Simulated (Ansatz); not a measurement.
**Pressure against volume: Be**

Space group Im-3m (No. 229). a = 2.500 Å, b = 2.500 Å, c = 2.500 Å, α = 90.00°, β = 90.00°, γ = 90.00°
```json
{"atom": "Be", "site": "2a", "symmetry": "m-3m", "x": "0.0000", "y": "0.0000", "z": "0.0000"}
```

The runs use the primitive cell with vectors (-1.250, 1.250, 1.250), (1.250, -1.250, 1.250), (1.250, 1.250, -1.250) Å, to which the k mesh refers.

The cell was built from the bcc type and relaxed in the same program, and has space group Im-3m; it needn't be a known or the stable phase.

Methods: DFT, PBE, all-electron LAPW, scalar-relativistic (Ansatz 0.2.0); DFT, PBE, PAW with Ansatz's default frozen-core files, scalar-relativistic (Ansatz 0.2.0).

For LAPW: a Γ-centred 20×20×20 k mesh, Fermi–Dirac smearing of 0.05 eV, basis error target 1 meV/atom, no spin polarisation. PAW takes a cutoff of 420 eV at this cell. The Ansatz runs share mesh, smearing and spin set-up. Plane-wave (PAW) pressures include the program's estimate of the Pulay term.

The cell above is scaled evenly, with fractional coordinates and shape held.

**Question.** Estimate the equilibrium volume and bulk modulus that full-potential LAPW gives for this fixed shape.

**Answer.** V0 = 7.81 Å³/atom, B0 = 124 GPa, B0′ = 3.3, from a third-order Birch–Murnaghan fit to these pressures:
```json
{"V/V(cell)": "0.9600", "V (Å³/atom)": "7.504", "P, LAPW (GPa)": "5.37", "P, PAW (GPa)": "5.41", "free energy over the lowest listed, PAW (meV/atom)": "5.1"}
{"V/V(cell)": "0.9800", "V (Å³/atom)": "7.661", "P, LAPW (GPa)": "2.55", "P, PAW (GPa)": "2.58", "free energy over the lowest listed, PAW (meV/atom)": "1.2"}
{"V/V(cell)": "1.0000", "V (Å³/atom)": "7.817", "P, LAPW (GPa)": "-0.04", "P, PAW (GPa)": "-0.02", "free energy over the lowest listed, PAW (meV/atom)": "0.0"}
{"V/V(cell)": "1.0200", "V (Å³/atom)": "7.973", "P, LAPW (GPa)": "-2.41", "P, PAW (GPa)": "-2.40", "free energy over the lowest listed, PAW (meV/atom)": "1.2"}
{"V/V(cell)": "1.0400", "V (Å³/atom)": "8.130", "P, LAPW (GPa)": "-4.59", "P, PAW (GPa)": "-4.58", "free energy over the lowest listed, PAW (meV/atom)": "4.6"}
```

PAW's V0 lies 0.02 % from the all-electron value and its B0 0.1 %. Symmetry fixes shape and coordinates here, so this is the relaxed modulus.
